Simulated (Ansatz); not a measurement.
# Relativistic treatment of KF

```
K F
1.0
     3.25895    0.00000    0.00000
     0.00000    3.25895    0.00000
     0.00000    0.00000    3.25895
K F
1 1
Direct
  0.00000 0.00000 0.00000
  0.50000 0.50000 0.50000
```

Atom numbers follow the list: K1, F2.

Structure from Materials Project entry mp-8454 (possibly hypothetical), not relaxed further.

One fixed cell is solved with LDA by all-electron LAPW in Ansatz 0.2.0 under different relativistic treatments. Pressure is positive in compression.

Numerical set-up: a Γ-centred 9×9×9 k mesh, Fermi–Dirac smearing of 0.02 eV, basis error target 0.5 meV/atom, no spin polarisation.

```tsv
setting	P (GPa)	gap over the k mesh and a high-symmetry path (eV)	lowest level at Γ above −25 eV, from the valence-band top or, without a gap, the Fermi level (eV)
scalar-relativistic	-5.74	?	-18.49
non-relativistic	-5.71	?	-18.40
```

Q: Give the missing entry: row "non-relativistic", column "gap over the k mesh and a high-symmetry path (eV)".

A: 6.01.

Q: Give the missing entry: row "scalar-relativistic", column "gap over the k mesh and a high-symmetry path (eV)".

A: 5.92.
